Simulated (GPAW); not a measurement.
Write an ASE script for GPAW 26.7.0 that does the following.

```yaml
Task: hyperfine couplings
Functional: WC
Potentials_or_basis: PAW data sets generated in the run's folder for this functional
Cutoff: 600 eV
Basis: pw
k_mesh: 6 × 6 × 6
Occupations: fermi-dirac, width 0.05 eV
Spin: collinear spin, ferromagnetic start
Starting_moments: "[4.0, 0.0] μB"
Maxiter: 100
```

The structure of MnS lies in MnS.cif:

```cif
data_MnS
_cell_length_a 3.65999203
_cell_length_b 3.65999203
_cell_length_c 8.91276083
_cell_angle_alpha 90.00000000
_cell_angle_beta 90.00000000
_cell_angle_gamma 120.00000000
_space_group_name_H-M_alt 'R-3m'
_space_group_name_Hall '-R 3 2"'
_space_group_IT_number 166
loop_
_space_group_symop_operation_xyz
'x,y,z'
'-x,-y,-z'
'-y,x-y,z'
'y,-x+y,-z'
'-x+y,-x,z'
'x-y,x,-z'
'y,x,-z'
'-y,-x,z'
'x-y,-y,-z'
'-x+y,y,z'
'-x,-x+y,-z'
'x,x-y,z'
'x+2/3,y+1/3,z+1/3'
'-x+2/3,-y+1/3,-z+1/3'
'-y+2/3,x-y+1/3,z+1/3'
'y+2/3,-x+y+1/3,-z+1/3'
'-x+y+2/3,-x+1/3,z+1/3'
'x-y+2/3,x+1/3,-z+1/3'
'y+2/3,x+1/3,-z+1/3'
'-y+2/3,-x+1/3,z+1/3'
'x-y+2/3,-y+1/3,-z+1/3'
'-x+y+2/3,y+1/3,z+1/3'
'-x+2/3,-x+y+1/3,-z+1/3'
'x+2/3,x-y+1/3,z+1/3'
'x+1/3,y+2/3,z+2/3'
'-x+1/3,-y+2/3,-z+2/3'
'-y+1/3,x-y+2/3,z+2/3'
'y+1/3,-x+y+2/3,-z+2/3'
'-x+y+1/3,-x+2/3,z+2/3'
'x-y+1/3,x+2/3,-z+2/3'
'y+1/3,x+2/3,-z+2/3'
'-y+1/3,-x+2/3,z+2/3'
'x-y+1/3,-y+2/3,-z+2/3'
'-x+y+1/3,y+2/3,z+2/3'
'-x+1/3,-x+y+2/3,-z+2/3'
'x+1/3,x-y+2/3,z+2/3'
loop_
_atom_site_label
_atom_site_type_symbol
_atom_site_symmetry_multiplicity
_atom_site_Wyckoff_symbol
_atom_site_fract_x
_atom_site_fract_y
_atom_site_fract_z
_atom_site_occupancy
Mn1 Mn 3 a 0.0000000000 0.0000000000 0.0000000000 1
S1 S 3 b 0.3333333333 0.6666666667 0.1666666667 1
```

The cell is a database's computed one.

The input as run:

run.py

```python
import numpy as np
import spglib
from ase import Atoms
from ase.dft.bandgap import bandgap
from ase.io import read, write
from ase.units import GPa
from gpaw import GPAW, PW, setup_paths
from gpaw.hyperfine import hyperfine_parameters

setup_paths.insert(0, '.')

atoms = read('MnS.cif')
cell, positions, numbers = spglib.find_primitive(
    (atoms.cell[:], atoms.get_scaled_positions(), atoms.numbers), symprec=1e-4)
atoms = Atoms(numbers, cell=cell, scaled_positions=positions, pbc=True)
atoms.set_initial_magnetic_moments([4.0, 0.0])

calc = GPAW(mode=PW(600),
            xc='WC',
            kpts={'size': (6, 6, 6), 'gamma': True},
            occupations={'name': 'fermi-dirac', 'width': 0.05},
            nbands=21,
            convergence={'density': 1e-05, 'energy': 1e-05},
            maxiter=100,
            txt='gpaw.txt')
atoms.calc = calc
energy = atoms.get_potential_energy()
forces = atoms.get_forces()
stress = atoms.get_stress()
calc.write('gs.gpw')
write('result.traj', atoms)
print(f'Energy: {energy:.6f} eV')
print('Forces (eV/A):')
print(forces.round(4))
print('Stress (GPa):', (stress / GPa).round(3))
print('Moments:', calc.get_magnetic_moments().round(3))
print('Fermi level:', round(calc.get_fermi_level(), 4), 'eV')
print(f'Gap: {bandgap(calc)[0]:.4f} eV, direct: {bandgap(calc, direct=True)[0]:.4f} eV')

mu_N = 3.15245125e-8  # eV/T
for core in (True, False):
    A = hyperfine_parameters(calc, exclude_core=not core)
    for a, A_vv in zip(atoms, A):
        iso = np.trace(A_vv) / 3
        dip = np.linalg.eigvalsh(A_vv - iso * np.eye(3))
        print('with core' if core else 'valence', a.symbol, f'contact field {iso / (2 * mu_N):.3f} T, dipolar',
              *(dip / (2 * mu_N)).round(3), 'T')
```

Potentials or basis: PAW data sets generated in the run's folder for this functional, pw.

Launch:

```console
$ gpaw-setup -f WC Mn S
$ OMP_NUM_THREADS=1 python run.py
```

Results of the run:

```json
{
  "Pressure": "-6.4 GPa",
  "Band gap on the k mesh": "none (metal or under the smearing width)",
  "Net moment": "4.55 μB per cell",
  "Site moments": "Mn +4.05; S +0.09 μB"
}
```

Caveat: the dipolar part lacks the spin inside other atoms' spheres; a cell with one magnetic atom can't hold antiferromagnetic order, which such compounds often take; semilocal functionals often make such compounds metallic where correlation or magnetic order opens a gap, which also shifts bond lengths.

It took 34 s on 1 thread of Arm Neoverse V2, with other jobs on the host, peak memory 0.17 GiB.
